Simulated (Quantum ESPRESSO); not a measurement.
# KBr (Fm-3m) in Quantum ESPRESSO: reference runs

Aim: a first look at KBr with PBEsol, on the cell as given.

All numbers are computed with Quantum ESPRESSO 7.5; they aren't measurements. Logs are shortened: lines on timing, memory, paths and dates and some standing lists are left out, and cuts for length are marked.

### Step 1. The structure

It takes space group Fm-3m (No. 225, cubic). The conventional cell has a = 6.600 Å, b = 6.600 Å, c = 6.600 Å, α = 90.00°, β = 90.00°, γ = 90.00°. Br (site symmetry m-3m) is surrounded by 6 K at 3.30 Å. Around K (site symmetry m-3m) lie 6 Br at 3.30 Å.

### Step 2. Single point, PBEsol

pw.in

```
&CONTROL
  calculation = 'scf'
  prefix = 'pwscf'
  outdir = './tmp'
  pseudo_dir = './pseudo'
  tprnfor = .true.
  tstress = .true.
  disk_io = 'low'
/
&SYSTEM
  ibrav = 0
  nat = 2
  ntyp = 2
  ecutwfc = 45
  ecutrho = 360
  nbnd = 14
  occupations = 'smearing'
  smearing = 'fd'
  degauss = 0.00367493
/
&ELECTRONS
  conv_thr = 4d-10
  electron_maxstep = 120
  mixing_beta = 0.5
/
ATOMIC_SPECIES
Br    79.9040 br_pbesol_v1.4.uspp.F.UPF
K     39.0983 k_pbesol_v1.4.uspp.F.UPF
CELL_PARAMETERS angstrom
   0.0000000000    3.3000000000    3.3000000000
   3.3000000000    0.0000000000    3.3000000000
   3.3000000000    3.3000000000    0.0000000000
ATOMIC_POSITIONS crystal
Br     0.5000000000    0.5000000000    0.5000000000
K      0.0000000000    0.0000000000    0.0000000000
K_POINTS automatic
7 7 7 0 0 0
```

pp_density.in

```
&INPUTPP
  prefix = 'pwscf'
  outdir = './tmp'
  filplot = 'density.dat'
  plot_num = 0
/
&PLOT
  nfile = 1
  filepp(1) = 'density.dat'
  iflag = 3
  output_format = 6
  fileout = 'density.cube'
/
```

pp_potential.in

```
&INPUTPP
  prefix = 'pwscf'
  outdir = './tmp'
  filplot = 'potential.dat'
  plot_num = 11
/
&PLOT
  nfile = 1
  filepp(1) = 'potential.dat'
  iflag = 3
  output_format = 6
  fileout = 'potential.cube'
/
```

Potentials or basis: GBRV 1.5 PBEsol.

Launch:

```console
$ OMP_NUM_THREADS=1 mpirun -n 2 pw.x -nk 2 -in pw.in > pw.out
$ OMP_NUM_THREADS=1 mpirun -n 1 pp.x -in pp_density.in > pp_density.out
$ OMP_NUM_THREADS=1 mpirun -n 1 pp.x -in pp_potential.in > pp_potential.out
```

pw.out:

```text
This program is part of the open-source Quantum ESPRESSO suite
     for quantum simulation of materials; please cite
[... 13 lines left out ...]
     --------------------
     sticks:   dense  smooth     PW     G-vecs:    dense   smooth      PW
     Sum        1921     955    295                55849    19795    3215

     Using Slab Decomposition

     bravais-lattice index     =            0
     lattice parameter (alat)  =       8.8192  a.u.
     unit-cell volume          =     485.0298 (a.u.)^3
     number of atoms/cell      =            2
     number of atomic types    =            2
     number of electrons       =        16.00
     number of Kohn-Sham states=           14
     kinetic-energy cutoff     =      45.0000  Ry
     charge density cutoff     =     360.0000  Ry
     scf convergence threshold =      4.0E-10
     mixing beta               =       0.5000
     number of iterations used =            8  plain     mixing
     Exchange-correlation= SLA  PW   PSX  PSC
                           (   1   4  10   8   0   0   0)

     celldm(1)=   8.819172  celldm(2)=   0.000000  celldm(3)=   0.000000
     celldm(4)=   0.000000  celldm(5)=   0.000000  celldm(6)=   0.000000

     crystal axes: (cart. coord. in units of alat)
               a(1) = (   0.000000   0.707107   0.707107 )
               a(2) = (   0.707107   0.000000   0.707107 )
               a(3) = (   0.707107   0.707107   0.000000 )

     reciprocal axes: (cart. coord. in units 2 pi/alat)
               b(1) = ( -0.707107  0.707107  0.707107 )
               b(2) = (  0.707107 -0.707107  0.707107 )
               b(3) = (  0.707107  0.707107 -0.707107 )

     PseudoPot. # 1 for Br read from file:
     br_pbesol_v1.4.uspp.F.UPF
     Pseudo is Ultrasoft + core correction, Zval =  7.0
     Generated by new atomic code, or converted to UPF format
     Using radial grid of  879 points,  6 beta functions with:
                l(1) =   0
                l(2) =   0
                l(3) =   1
                l(4) =   1
                l(5) =   2
                l(6) =   2
     Q(r) pseudized with  8 coefficients,  rinner =    1.200   1.200   1.200
                                                       1.200   1.200

     PseudoPot. # 2 for K  read from file:
     k_pbesol_v1.4.uspp.F.UPF
     Pseudo is Ultrasoft + core correction, Zval =  9.0
     Generated by new atomic code, or converted to UPF format
     Using radial grid of  841 points,  6 beta functions with:
                l(1) =   0
                l(2) =   0
                l(3) =   1
                l(4) =   1
                l(5) =   2
                l(6) =   2
     Q(r) pseudized with  6 coefficients,  rinner =    1.500   1.500   1.500
                                                       1.500   1.500

     atomic species   valence    mass     pseudopotential
     Br                7.00    79.90400     Br( 1.00)
     K                 9.00    39.09830     K ( 1.00)

     48 Sym. Ops., with inversion, found

   Cartesian axes

     site n.     atom                  positions (alat units)
         1        Br     tau(   1) = (   0.7071068   0.7071068   0.7071068  )
         2        K      tau(   2) = (   0.0000000   0.0000000   0.0000000  )

     number of k points=    20  Fermi-Dirac smearing, width (Ry)=  0.0037
                       cart. coord. in units 2pi/alat
        k(    1) = (   0.0000000   0.0000000   0.0000000), wk =   0.0058309
        k(    2) = (   0.1010153   0.1010153  -0.1010153), wk =   0.0466472
        k(    3) = (   0.2020305   0.2020305  -0.2020305), wk =   0.0466472
        k(    4) = (   0.3030458   0.3030458  -0.3030458), wk =   0.0466472
        k(    5) = (   0.2020305  -0.0000000   0.0000000), wk =   0.0349854
        k(    6) = (   0.3030458   0.1010153  -0.1010153), wk =   0.1399417
[... 12 lines left out ...]
        k(   19) = (  -0.1010153  -0.5050763   0.7071068), wk =   0.1399417
        k(   20) = (   0.0000000  -0.4040610   0.6060915), wk =   0.1399417

     Dense  grid:    55849 G-vectors     FFT dimensions: (  54,  54,  54)

     Smooth grid:    19795 G-vectors     FFT dimensions: (  40,  40,  40)

     Initial potential from superposition of free atoms

     starting charge      15.4963, renormalised to      16.0000
     Starting wfcs are   12 randomized atomic wfcs +    2 random wfcs

     Self-consistent Calculation

     iteration #  1     ecut=    45.00 Ry     beta= 0.50
     Davidson diagonalization with overlap
     ethr =  1.00E-02,  avg # of iterations = 12.1

     Threshold (ethr) on eigenvalues was too large:
     Diagonalizing with lowered threshold

     Davidson diagonalization with overlap
     ethr =  5.92E-04,  avg # of iterations =  5.5

     total energy              =     -97.67178705 Ry
     estimated scf accuracy    <       0.08914071 Ry

     iteration #  2     ecut=    45.00 Ry     beta= 0.50
     Davidson diagonalization with overlap
     ethr =  5.57E-04,  avg # of iterations =  3.2

     total energy              =     -97.68675872 Ry
     estimated scf accuracy    <       0.00441977 Ry

     iteration #  3     ecut=    45.00 Ry     beta= 0.50
     Davidson diagonalization with overlap
     c_bands:  2 eigenvalues not converged
     c_bands:  1 eigenvalues not converged
     ethr =  2.76E-05,  avg # of iterations = 15.7

     total energy              =     -97.68872233 Ry
     estimated scf accuracy    <       0.00085000 Ry

     iteration #  4     ecut=    45.00 Ry     beta= 0.50
     Davidson diagonalization with overlap
     ethr =  5.31E-06,  avg # of iterations =  7.8

     total energy              =     -97.68897858 Ry
     estimated scf accuracy    <       0.00014819 Ry
[... 54 lines left out ...]
     total energy              =     -97.68896445 Ry
     estimated scf accuracy    <          4.6E-10 Ry

     iteration # 13     ecut=    45.00 Ry     beta= 0.50
     Davidson diagonalization with overlap
     ethr =  2.89E-12,  avg # of iterations =  4.2

     End of self-consistent calculation

          k = 0.0000 0.0000 0.0000 (  2445 PWs)   bands (ev):

   -26.6061 -11.3000 -10.1460 -10.1460 -10.1460   1.0097   1.0097   1.0097
     5.2909   8.5495   8.5495   8.5495   9.3869   9.3869

          k = 0.1010 0.1010-0.1010 (  2502 PWs)   bands (ev):

   -26.6050 -11.3345 -10.1473 -10.1473 -10.0987   0.7183   0.9411   0.9411
     5.7979   8.4126   8.7912   8.7912   9.6508   9.6508

          k = 0.2020 0.2020-0.2020 (  2475 PWs)   bands (ev):
[... 61 lines left out ...]
   -26.5989 -11.2263 -10.2090 -10.1817 -10.1817   0.1680   0.7302   0.7302
     6.8220   7.9838  10.2163  10.2825  11.0463  11.6278

          k =-0.0000-0.6061 0.6061 (  2460 PWs)   bands (ev):

   -26.5985 -11.2376 -10.2349 -10.1793 -10.1434   0.2192   0.5735   0.7002
     7.0337   8.4463   9.9050  10.4404  10.5465  11.5566

          k = 0.4041 0.2020 0.0000 (  2476 PWs)   bands (ev):

   -26.6008 -11.3660 -10.1781 -10.1587 -10.0260   0.1411   0.7055   0.7153
     7.4852   7.7405   9.9881  10.1799  10.5748  10.7577

          k =-0.2020-0.4041 0.6061 (  2465 PWs)   bands (ev):

   -26.5994 -11.3632 -10.1883 -10.1704 -10.0136   0.0856   0.5350   0.6408
     7.9051   8.4675   9.6300  10.4121  10.9578  11.2941

          k =-0.1010-0.5051 0.7071 (  2457 PWs)   bands (ev):

   -26.5988 -11.2792 -10.2103 -10.1921 -10.0952   0.2143   0.5924   0.6039
     7.3638   8.4937   9.5152  10.5225  10.7472  11.5787

          k = 0.0000-0.4041 0.6061 (  2483 PWs)   bands (ev):

   -26.5986 -11.3042 -10.2159 -10.1913 -10.0548   0.3203   0.3702   0.5828
     7.9532   8.6859   9.2577   9.9786  11.4190  11.4502

     the Fermi energy is     2.6100 ev

!    total energy              =     -97.68896445 Ry
     estimated scf accuracy    <          1.7E-10 Ry
     smearing contrib. (-TS)   =      -0.00000000 Ry
     internal energy E=F+TS    =     -97.68896445 Ry

     The total energy is F=E-TS. E is the sum of the following terms:
     one-electron contribution =     -29.59244606 Ry
     hartree contribution      =      19.37223949 Ry
     xc contribution           =     -28.67088272 Ry
     ewald contribution        =     -58.79787517 Ry

     convergence has been achieved in  13 iterations

     Forces acting on atoms (cartesian axes, Ry/au):

     atom    1 type  1   force =    -0.00000000   -0.00000000    0.00000000
     atom    2 type  2   force =    -0.00000000   -0.00000000    0.00000000

     Total force =     0.000000     Total SCF correction =     0.000000

     Computing stress (Cartesian axis) and pressure

          total   stress  (Ry/bohr**3)                   (kbar)     P=       -4.87
  -0.00003312   0.00000000   0.00000000           -4.87        0.00        0.00
   0.00000000  -0.00003312   0.00000000            0.00       -4.87        0.00
   0.00000000   0.00000000  -0.00003312            0.00        0.00       -4.87

=------------------------------------------------------------------------------=
   JOB DONE.
=------------------------------------------------------------------------------=
```

pp_density.out:

```text
This program is part of the open-source Quantum ESPRESSO suite
     for quantum simulation of materials; please cite
         "P. Giannozzi et al., J. Phys.:Condens. Matter 21 395502 (2009);
         "P. Giannozzi et al., J. Phys.:Condens. Matter 29 465901 (2017);
         "P. Giannozzi et al., J. Chem. Phys. 152 154105 (2020);
     in publications or presentations arising from this work. More details at

     IMPORTANT: XC functional enforced from input :
     Exchange-correlation= PBESOL
                           (   1   4  10   8   0   0   0)
     Any further DFT definition will be discarded
     Please, verify this is what you really want

     G-vector sticks info
     --------------------
     sticks:   dense  smooth     PW     G-vecs:    dense   smooth      PW
     Sum        1921     955    295                55849    19795    3215

     Using Slab Decomposition

     Calling punch_plot, plot_num =   0
     Writing data to file  density.dat
     Reading data from file  density.dat

     Writing data to be plotted to file density.cube
     Plot Type: 3D                     Output format: Gaussian cube

=------------------------------------------------------------------------------=
   JOB DONE.
=------------------------------------------------------------------------------=
```

Wall time 26 s (2 MPI ranks of Arm Neoverse V1, shared host); peak memory 0.32 GiB.

Results:

```yaml
Free_energy: -1329.1261 eV
Pressure: -0.5 GPa
Band_gap_on_the_k_mesh: 4.28 eV, direct
```
